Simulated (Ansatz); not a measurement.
# BeSe: the cost of one run

Method: DFT r²SCAN, frozen-core PAW, scalar-relativistic unless said, in Ansatz 0.2.0.

### Step 1. The starting structure

The structure is cubic, space group F-43m (No. 216). Conventional cell: a = 5.070 Å, b = 5.070 Å, c = 5.070 Å, α = 90.00°, β = 90.00°, γ = 90.00°. Be (site symmetry -43m) has 4 Se at 2.20 Å as nearest neighbours. Around Se (site symmetry -43m) lie 4 Be at 2.20 Å.

As a file:

```cif
data_structure
_symmetry_space_group_name_H-M 'P 1'
_symmetry_Int_Tables_number 1
_cell_length_a 3.5850
_cell_length_b 3.5850
_cell_length_c 3.5850
_cell_angle_alpha 60.000
_cell_angle_beta 60.000
_cell_angle_gamma 60.000
_cell_volume 32.58
loop_
_atom_site_label
_atom_site_type_symbol
_atom_site_fract_x
_atom_site_fract_y
_atom_site_fract_z
_atom_site_occupancy
Be1 Be 0.00000 0.00000 0.00000 1
Se1 Se 0.75000 0.75000 0.75000 1
```

Cartesian axes are those of the input's lattice vectors. The structure goes back to a database entry.

### Step 2. Cell and atoms relaxed, PAW

File input.yaml:

```yaml
crystal:
  lattice:
    - [0.0, 2.535, 2.535]
    - [2.535, 0.0, 2.535]
    - [2.535, 2.535, 0.0]
  atoms:
    - { symbol: Be, position: [0.0, 0.0, 0.0] }
    - { symbol: Se, position: [0.75, 0.75, 0.75] }
kpoints:
  mp_grid: { grid: [12, 12, 12] }
scf:
  occupations: { method: fermi_dirac, width: 0.1 }
hamiltonian:
  xc: r2scan
  pseudopotentials: { kind: paw }
relax:
  f_tol: 0.002
  max_steps: 80
  cell: {}
output:
  forces: true
  stress: true
```

Command:

```bash
> ansatz run input.yaml --threads 1 --pin off --max-ram 3072MiB --backend cpu --events-out ev --progress --plain --runs-dir out
```

**Question.** How long does this run take on 1 thread of Intel Xeon Platinum 8488C (Sapphire Rapids), shared host, and how much memory does it need?

About 20 s, with a peak of 0.48 GiB.
